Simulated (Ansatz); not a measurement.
This geometry of a periodic cell of 17 atoms, Si (host Si, host structure diamond, interstitial Si) is a first-order saddle point.

Method: DFT PBEsol, scalar-relativistic, plane waves, PAW (Ansatz). Settings: cutoff 420 eV, k mesh 2x2x2, gaussian smearing 0.02 eV, no spin polarisation.

```xyz
17
Lattice="0.0000 5.4300 5.4300 5.4300 0.0000 5.4300 5.4300 5.4300 0.0000" Properties=species:S:1:pos:R:3
Si -0.248 -0.251 -0.250
Si 1.130 1.126 1.128
Si 2.616 2.613 0.098
Si 3.996 3.993 1.380
Si 2.616 0.096 2.614
Si 3.996 1.378 3.995
Si 5.406 2.791 2.793
Si 6.682 4.172 4.174
Si 0.100 2.613 2.614
Si 1.381 3.993 3.995
Si 2.795 5.402 2.793
Si 4.175 6.678 4.174
Si 2.795 2.791 5.404
Si 4.175 4.172 6.680
Si 5.662 5.659 5.660
Si 7.044 7.040 7.042
Si 8.824 8.820 8.822
```

(1) Which two structures does it join? (They come from a converged band through this point; their orientation in space is the band's.)

(2) How far does it lie above each of them?

Answers

(1) Contacts lost: Si1–Si17. Contacts made: Si16–Si17. The atom that moves furthest is Si17, by 2.36 Å.

Initial state:

```xyz
17
Lattice="0.0000 5.4300 5.4300 5.4300 0.0000 5.4300 5.4300 5.4300 0.0000" Properties=species:S:1:pos:R:3
Si 0.028 0.028 0.027
Si 1.364 1.362 1.361
Si 2.695 2.695 0.021
Si 4.075 4.075 1.391
Si 2.694 0.022 2.694
Si 4.074 1.391 4.075
Si 5.435 2.711 2.711
Si 6.755 4.073 4.072
Si 0.023 2.693 2.693
Si 1.392 4.074 4.074
Si 2.711 5.435 2.711
Si 4.073 6.755 4.072
Si 2.711 2.710 5.436
Si 4.072 4.072 6.755
Si 5.433 5.433 5.433
Si 6.787 6.787 6.787
Si 9.508 9.507 9.506
```

Final state:

Only the atoms that move by more than 0.05 Å are listed.
```
Si1 0.001 -0.005 -0.002
Si17 8.146 8.138 8.143
```

(2) 0.295 eV above the first and 0.295 eV above the second. This is the barrier of this one path; another mechanism may lie lower. Limits of this set-up: coarse k mesh.

Time of the run: 28 min on 1 thread of Arm Neoverse V1, with other jobs on the host, peak memory 0.76 GiB.
